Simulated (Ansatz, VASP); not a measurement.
# Lu in VASP and in Ansatz

Contents of INCAR:

```
PREC = Accurate ; ENCUT = 520
EDIFF = 1E-8 ; ISMEAR = -1
SIGMA = 0.03 ; LREAL = False
LASPH = True ; NELM = 100
ALGO = Normal ; ISIF = 2
LWAVE = False ; LCHARG = False
GGA = PE ; LEFG = True
NBANDS = 18
```

Contents of KPOINTS:

```
Automatic mesh
0
Gamma
  13 13 13
```

Contents of POSCAR:

```
Lu
1.0
    3.2656479765      0.0000000000      0.0000000000
    0.0000000000      3.2656479765      0.0000000000
    0.0000000000      0.0000000000      3.2656479765
Lu
1
Direct
    0.0000000000      0.0000000000      0.0000000000
```

Input for Ansatz:

```yaml
crystal:
  lattice:
    - [3.2656479765, 0.0, 0.0]
    - [0.0, 3.2656479765, 0.0]
    - [0.0, 0.0, 3.2656479765]
  atoms:
    - { symbol: Lu, position: [0.0, 0.0, 0.0] }
kpoints:
  mp_grid: { grid: [13, 13, 13] }
scf:
  occupations: { method: fermi_dirac, width: 0.03 }
hamiltonian:
  xc: pbe
  pseudopotentials: { kind: all_electron, datasets: crystal }
output:
  forces: true
  stress: true
  eigenvalues: true
  efg: { contact_densities: true }
```

Change from the starting cell: volume scaled by 1.06, crystal datasets.

Alike in both runs: task electric field gradients; functional PBE; k mesh 13 × 13 × 13; occupations fermi-dirac, width 0.03 eV; no spin polarisation.

|  | VASP | Ansatz |
| --- | --- | --- |
| version | VASP 6.6.1 | Ansatz 0.2.0 |
| potentials or method | VASP PAW PBE potentials, release 64 (Lu) | all-electron PAW with datasets made for the crystal, scalar-relativistic |
| plane-wave cutoff (eV) | 520 | see its input |

|  | VASP | Ansatz | Ansatz less VASP |
| --- | --- | --- | --- |
| pressure (GPa) | -1.5 | -1.6 | -0.06 |
| Vzz of the field gradient on the site that differs most (V/Å²) | 0.0 | 0.0 | 0.00 |

Ansatz ran all-electron here, so the differences hold the error of VASP's frozen core and of both bases. Ansatz warned: «gradients_without_spin_orbit».

Spin-orbit coupling is left out, which matters for the levels of Lu.
